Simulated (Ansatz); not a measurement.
# CuO (P1) in Ansatz: reference runs

Reference runs on CuO: the cell as given.

All numbers are computed with Ansatz 0.2.0; they aren't measurements. Logs are shortened: lines on timing, memory, paths and dates and some standing lists are left out, and cuts for length are marked.

## Step 1: The cell of the first run

The typed cell holds 4 atoms: a = 2.988 Å, b = 2.816 Å, c = 5.493 Å, α = 74.89°, β = 74.25°, γ = 66.24°.

The cell comes from a database or a generator and needn't be the stable form of this composition.

## Step 2: Single point, PBE

input.yaml reads:

```yaml
crystal:
  lattice:
    - [0.18960382, -2.17228837, -2.0431441]
    - [-2.01972352, 0.10629521, -1.95983549]
    - [2.38320037, 2.28583939, -4.38944304]
  atoms:
    - { symbol: Cu, position: [0.45623224, 0.53068563, 0.48541174] }
    - { symbol: Cu, position: [0.97428428, 0.98586739, 0.0243612] }
    - { symbol: O, position: [0.80166267, 0.74472112, 0.73928024] }
    - { symbol: O, position: [0.26782081, 0.23872587, 0.25094681] }
hamiltonian:
  xc: pbe
  pseudopotentials: { kind: paw }
kpoints:
  mp_grid: { grid: [10, 10, 5] }
scf:
  occupations: { method: fermi_dirac, width: 0.05 }
output:
  forces: true
  stress: true
  eigenvalues: true
```

Potentials or basis: Ansatz PAW.

Run with:

```
$ ansatz run input.yaml --threads 2 --pin off --max-ram 5632MiB --backend cpu --events-out ev --progress --plain --runs-dir out
```

What it wrote:

```text
Warning: RAYON_NUM_THREADS=2 ignored (pool sized by the plan → 2); use --threads N
Engine: ansatz 0.2.0, x86_64-unknown-linux-gnu
Pseudopotentials: kind: paw
Pseudopotential: Cu, paw, valence charge 19, recommended cutoff 420 eV (normal), Cu.paw.azcp
Pseudopotential: O, paw, valence charge 6, recommended cutoff 420 eV (normal), O.paw.azcp
Functional definition: PBE
  parameter kappa = 0.804
  parameter beta = 0.06672455060314922
  exchange = pbe_x(kappa = kappa, mu = beta*pi^2/3)
  correlation = pbe_c(beta = beta)
Crystal: 4 atoms, lattice volume = 40.116 Å³
Basis set: ecut = 420 eV, 785 PW (Γ), exchange–correlation on 40×40×80 points (8 copies of the dense FFT grid, shifted against one another)
Bands: 30, of which v1, the nominal top of the filled ones, is band 25 counted from 1 (24 counted from 0)
Symmetry: 1 space group operations
Space group: P1 (ITA 1), of the structure as read, at distance tolerance 3.4e-5 Å
k-points: 252 of 500 (time reversal used)
Non-local potential: Cu, projectors of the file, l = 0: 3, l = 1: 2, l = 2: 3, l = 3: 1
Non-local potential: O, projectors of the file, l = 0: 2, l = 1: 2, l = 2: 1
PAW form: soft (Blöchl's): semilocal exchange-correlation on the pseudo side does not see the compensation charge
PAW one-centre angular grid: Cu, 590 points (default); XC on 64 Gauss nodes
PAW one-centre angular grid: O, 110 points (default); XC on 64 Gauss nodes
Initial density: superposition of atomic densities (neutral atoms: chi_scale 0, normalization atom), corrected by the library's trained network
Initial wavefunctions: pseudopotential atomic-orbital guess
Functional: x = pbe(κ = 0.804, μ = 0.2195149727645171), c = pbe(β = 0.06672455060314922)
SCF iter   1: F=—  HF=-14381.401437 eV  |F-HF|=—  |Δ(HF+E_count)|=         —  Δρ=3.35e-3  dr2=1.96e-3  ethr=1.77e-3  ⟨swp⟩=5.3  Hψ=25551  notcnv=0
preconditioner: auto → Kerker (q_TF=auto, 2.830 Å⁻¹)  [metal: Δε(μ)=0.002 eV  Ē_g=10.995 eV  σ=0.050 eV  W_gap=0.01  n_scr=18 (ndim 8)  ℏωp=34.2 eV  f_vac=0.002  D(μ)=3.65/eV (n_scr^D=42)]
SCF iter   2: F=—  HF=-14381.401630 eV  |F-HF|=—  |Δ(HF+E_count)|=   1.93e-4  Δρ=1.47e-3  dr2=3.90e-4  ethr=3.91e-6  ⟨swp⟩=2.0  Hψ=13838  notcnv=0
SCF iter   3: F=—  HF=-14381.401693 eV  |F-HF|=—  |Δ(HF+E_count)|=   6.25e-5  Δρ=4.39e-4  dr2=5.60e-5  ethr=7.81e-7  ⟨swp⟩=1.0  Hψ=7560  notcnv=0
SCF iter   4: F=—  HF=-14381.401694 eV  |F-HF|=—  |Δ(HF+E_count)|=   1.55e-6  Δρ=1.54e-4  dr2=9.10e-6  ethr=1.12e-7  ⟨swp⟩=2.7  Hψ=11708  notcnv=0
SCF iter   5: F=—  HF=-14381.401695 eV  |F-HF|=—  |Δ(HF+E_count)|=   6.30e-7  Δρ=5.70e-5  dr2=2.29e-6  ethr=1.82e-8  ⟨swp⟩=2.1  Hψ=10655  notcnv=0
SCF iter   6: F=—  HF=-14381.401695 eV  |F-HF|=—  |Δ(HF+E_count)|=   1.90e-7  Δρ=3.67e-5  dr2=5.20e-7  ethr=4.59e-9  ⟨swp⟩=2.0  Hψ=10964  notcnv=0
SCF iter   7: F=—  HF=-14381.401695 eV  |F-HF|=—  |Δ(HF+E_count)|=   6.11e-8  Δρ=1.16e-5  dr2=1.48e-7  ethr=1.04e-9  ⟨swp⟩=2.3  Hψ=11145  notcnv=0
SCF iter   8: F=-14381.401695 eV  HF=-14381.401695 eV  |F-HF|=1.55e-8  |Δ(HF+E_count)|=   4.17e-9  Δρ=4.47e-6  dr2=1.77e-8  ethr=2.00e-10  ⟨swp⟩=4.0  Hψ=23833  notcnv=0
SCF 1 converged in 8 iterations: F = -14381.401695 eV  dr2 = 1.77e-8
SCF converged after 8 iterations
Free energy (F): -14381.401695 eV
Harris-Foulkes:  -14381.401695 eV  (|F-HF|=1.55e-8)
Internal energy: -14381.371561 eV  (E = F + TS)
E sigma→0 (E₀):  -14381.386628 eV
Entropy (-TS):   -0.030134 eV (-7.533 meV/atom)
Fermi energy:    12.007269 eV
--- Per-component energies (eV) ---
  E_band       = -837.495637
  E_kinetic    = 938.935651
  E_local      = -9503.895298  (includes V_loc(G=0)·N_el)
  E_nonlocal   = 886.866589
  E_hartree    = 4118.381802
  E_xc         = -321.842159
  E_vxc        = -413.047767  (∫ρ·V_xc dr)
  E_paw        = -3646.240996  (= ΣΔE_a)
  E_vpaw       = -983.122089  (= ΣTr[D̂ρ^β])
  E_aug_tail   = 0.005241  (compensation charges beyond the density's cutoff)
  E_ewald      = -6853.582391
  E_smearing   = -0.030134  (= −TS)
  E_closure    = -0.000000  (closes the sum)
  Σ components = -14381.401695   (vs F -14381.401695, Δ=0.00e0)
--- Forces (eV/Å), atoms counted from 1 ---
  atom   1  Cu     1.09526617     0.03394992    -1.23867914
  atom   2  Cu    -0.77581665    -1.01786675     0.59318072
  atom   3  O      0.06583161     0.56743107     0.03466825
  atom   4  O     -0.38529400     0.41648211     0.61084212
  max |Σ_I F_I| component: 1.29e-5 eV/Å
--- Stress (GPa, compression-positive) ---
       -4.121469       1.223019       7.765469
        1.223021      -2.967037       1.872363
        7.765471       1.872367      -3.744132
  P = ⅓ Tr σ = -3.6109 GPa (-36.109 kbar)
--- Band table (eV; the first three rows and the last of 252) ---
  k-point 0: bands = ["-100.1224", "-99.9895", "-57.5238", "-57.5055", "-57.4754", "-57.4671", "-57.3735", "-57.2750", "-7.3668", "-5.8611", "4.7694", "7.2577", "7.6793", "8.8304", "8.9787", "9.4664", "9.5832", "9.9032", "10.0483", "10.2065", "10.3340", "10.5190", "10.8905", "11.0539", "12.3423", "12.6231", "13.0854", "18.0676", "20.2895", "25.6072"]
  k-point 1: bands = ["-100.1224", "-99.9894", "-57.5238", "-57.5055", "-57.4754", "-57.4672", "-57.3735", "-57.2750", "-7.3196", "-5.9329", "5.0485", "7.3040", "7.7243", "8.2528", "9.0119", "9.3474", "9.5576", "9.8773", "9.9792", "10.1009", "10.2167", "10.5049", "11.1211", "11.2878", "12.2739", "12.5102", "13.7559", "17.5608", "20.8605", "25.8345"]
  k-point 2: bands = ["-100.1224", "-99.9895", "-57.5237", "-57.5055", "-57.4753", "-57.4673", "-57.3735", "-57.2750", "-7.2319", "-6.0597", "5.7570", "7.0388", "7.6161", "7.8967", "8.6652", "9.1259", "9.6295", "9.8839", "9.9466", "10.0449", "10.1535", "10.3512", "11.6036", "11.7280", "12.0418", "12.2002", "15.0456", "16.4833", "22.1402", "24.2916"]
  k-point 251: bands = ["-100.1210", "-99.9880", "-57.5279", "-57.5156", "-57.4823", "-57.4772", "-57.3816", "-57.2783", "-6.2907", "-5.1830", "5.2993", "6.5454", "6.7777", "7.0101", "7.7543", "8.2392", "9.5484", "10.0577", "10.3406", "10.4262", "10.6409", "10.7965", "11.0301", "11.4364", "11.7336", "12.0425", "18.1959", "18.8721", "20.7546", "21.2484"]
```

Wall time 28 s (2 threads of AMD EPYC (Zen 3), shared host); peak memory 0.5 GiB.

What came out:

```yaml
Free_energy: -14381.4017 eV
Pressure: -3.6 GPa
Largest_force: 1.654 eV/Å
Band_gap_on_the_k_mesh: none (metal or under the smearing width)
```

Forces on the atoms (eV/Å):
```
Cu   1.095  0.034 -1.239
Cu  -0.776 -1.018  0.593
O    0.066  0.567  0.035
O   -0.385  0.416  0.611
```

Caveat: the pressure holds a Pulay correction of +0.7 GPa for the finite cutoff; the run has no spin polarisation, though such a crystal can be magnetic; semilocal functionals often make such compounds metallic where correlation or magnetic order opens a gap, which also shifts bond lengths; forces of over 1 eV/Å show positions far from the minimum, so gaps and moduli don't describe the material at rest.
